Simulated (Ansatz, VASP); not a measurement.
# MgO in VASP and in Ansatz

```
Mg O
1.0
     0.00000    2.09700    2.09700
     2.09700    0.00000    2.09700
     2.09700    2.09700    0.00000
Mg O
1 1
Direct
  0.00000 0.00000 0.00000
  0.50000 0.50000 0.50000
```

The cell is a database's computed one.

Alike in both runs: task single point; functional PBE; k mesh 11 × 11 × 11; occupations gaussian, width 0.013 eV; no spin polarisation.

|  | VASP | Ansatz |
| --- | --- | --- |
| version | VASP 6.6.1 | Ansatz 0.2.0 |
| potentials or method | VASP PAW PBE potentials, release 64 (Mg, O), cutoff 520 eV | all-electron LAPW, scalar-relativistic |

|  | VASP | Ansatz | Ansatz less VASP |
| --- | --- | --- | --- |
| gap on the k mesh at the Fermi level (eV) | 4.85 | 4.86 | +0.011 |
| least direct gap on the mesh (eV) | 4.85 | 4.86 | +0.011 |
| pressure (GPa) | 6.2 | 7.0 | +0.79 |

Ansatz ran all-electron here, so the differences hold the error of VASP's frozen core and of both bases.
